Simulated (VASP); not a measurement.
From an Ansatz input to VASP: KCl (strained CsCl)

Ansatz input

```yaml
crystal:
  lattice:
    - [3.6455887835, 0.0, 0.0]
    - [0.0, 3.6455887835, 0.0]
    - [0.0, 0.0, 3.6455887835]
  atoms:
    - { symbol: K, position: [0.0, 0.0, 0.0] }
    - { symbol: Cl, position: [0.5, 0.5, 0.5] }
kpoints:
  mp_grid: { grid: [8, 8, 8] }
  band_path:
    path: [[0.0, 0.0, 0.0], [0.0, 0.5, 0.0], [0.5, 0.5, 0.0], [0.5, 0.5, 0.5]]
    npoints: 1
hamiltonian:
  xc: r2scan
scf:
  occupations: { method: fixed }
  n_extra_bands: 4
output:
  forces: true
  stress: true
  eigenvalues: true
  write_density: true
  write_potential: true
  elf: true
  volumetric_format: npy
```

Q: Translate this input to VASP.

A: 

INCAR

```
LREAL = .FALSE.
NELM = 120
ISMEAR = 0
ISIF = 2
ENCUT = 520
METAGGA = R2SCAN
EDIFF = 1E-7
ALGO = Normal
IBRION = -1
LWAVE = .FALSE.
NBANDS = 15
SIGMA = 0.01
PREC = Accurate
LCHARG = .FALSE.
LASPH = .TRUE.
NSW = 0
```

KPOINTS

```
KPOINTS created by Atomic Simulation Environment
0
Gamma
8 8 8
0 0 0
```

KPOINTS_OPT

```
special points
4
Reciprocal
0.0000000000 0.0000000000 0.0000000000 1
0.0000000000 0.5000000000 0.0000000000 1
0.5000000000 0.5000000000 0.0000000000 1
0.5000000000 0.5000000000 0.5000000000 1
```

POSCAR

```
K  Cl
 1.0000000000000000
     3.6455887835000000    0.0000000000000000    0.0000000000000000
     0.0000000000000000    3.6455887835000000    0.0000000000000000
     0.0000000000000000    0.0000000000000000    3.6455887835000000
 K   Cl
   1   1
Cartesian
  0.0000000000000000  0.0000000000000000  0.0000000000000000
  1.8227943917500000  1.8227943917500000  1.8227943917500000
```

VASP ran with the recommended PBE PAW datasets (16 valence electrons in the cell). Other inputs would serve too.

```
                            Ansatz     VASP
gap between bands v and c  6.34 eV  6.35 eV
         least direct gap  6.57 eV  6.58 eV
                 pressure  3.0 GPa  3.0 GPa
```

Each program uses its own PAW datasets. VASP's cell holds 16 valence electrons and Ansatz's 16. Ansatz's stress includes a Pulay correction; VASP's doesn't.
